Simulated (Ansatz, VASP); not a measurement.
**One calculation of CdS, two programs**

```
Cd S
1.0
     0.05886    2.97238    2.97238
     2.97238    0.05886    2.97238
     2.97238    2.97238    0.05886
Cd S
1 1
Direct
  0.00000 0.00000 0.00000
  0.75000 0.75000 0.75000
```

Change from the starting cell: equal xy, yz and zx shear strains of +2 %.

Alike in both runs: task single point; functional PBE; k mesh 7 × 7 × 7; occupations fermi-dirac, width 0.02 eV; no spin polarisation.

```csv
,VASP,Ansatz
version,VASP 6.6.1,Ansatz 0.2.0
potentials or method,"VASP PAW PBE potentials, release 64 (Cd, S), cutoff 520 eV","all-electron LAPW, scalar-relativistic"
```

```tsv
	VASP	Ansatz	Ansatz less VASP
gap on the k mesh at the Fermi level (eV)	1.06	1.06	-0.002
pressure (GPa)	1.6	1.3	-0.29
largest component of the traceless stress (GPa)	0.96	0.94	-0.019
rms of the force components (eV/Å)	0.111	0.107	-0.0043
```

Atom by atom the forces differ by 0.004 eV/Å (rms over components). Ansatz ran all-electron here, so the differences hold the error of VASP's frozen core and of both bases.
